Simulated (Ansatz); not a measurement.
BaS, DFT, PBE, all-electron LAPW, scalar-relativistic (Ansatz 0.2.0), run on 1 thread of Intel(R) Xeon(R) Platinum 8488C (Sapphire Rapids) on a shared host.

The cell is COD entry 9008600, as deposited and not checked against the literature; nothing was relaxed. The listed cell was then made from it by scaling, straining or moving an atom.

Command: `ansatz run input.yaml --threads 1 --pin off --max-ram 3072MiB --backend cpu --events-out ev --progress --plain --runs-dir out`

```yaml
crystal:
  lattice:
    - [0.0, 3.2043605431, 3.2043605431]
    - [3.2043605431, 0.0, 3.2043605431]
    - [3.2043605431, 3.2043605431, 0.0]
  atoms:
    - { symbol: Ba, position: [0.0, 0.0, 0.0] }
    - { symbol: S, position: [0.5, 0.5, 0.5] }
kpoints:
  mp_grid: { grid: [8, 8, 8] }
  band_path:
    path:
      - [0.0, 0.0, 0.0]
      - [0.5, 0.0, 0.5]
      - [0.625, 0.25, 0.625]
      - [0.375, 0.375, 0.75]
      - [0.0, 0.0, 0.0]
      - [0.5, 0.5, 0.5]
      - [0.5, 0.25, 0.75]
      - [0.5, 0.0, 0.5]
    npoints: 5
scf:
  occupations: { method: fermi_dirac, width: 0.02 }
hamiltonian:
  xc: pbe
  pseudopotentials: { kind: all_electron, lapw: { basis_error: 0.00025 } }
output:
  forces: true
  stress: true
  eigenvalues: true
```

(1) How large is the problem that the program sets up?

(2) Estimate the wall time and the peak memory.

Answers

(1) 29 irreducible k-points, 307 plane waves at Γ, 26 bands.

(2) 7.8 s of wall time for 7 SCF iterations, with a peak of 0.31 GiB. Times on shared machines scatter by tens of per cent.
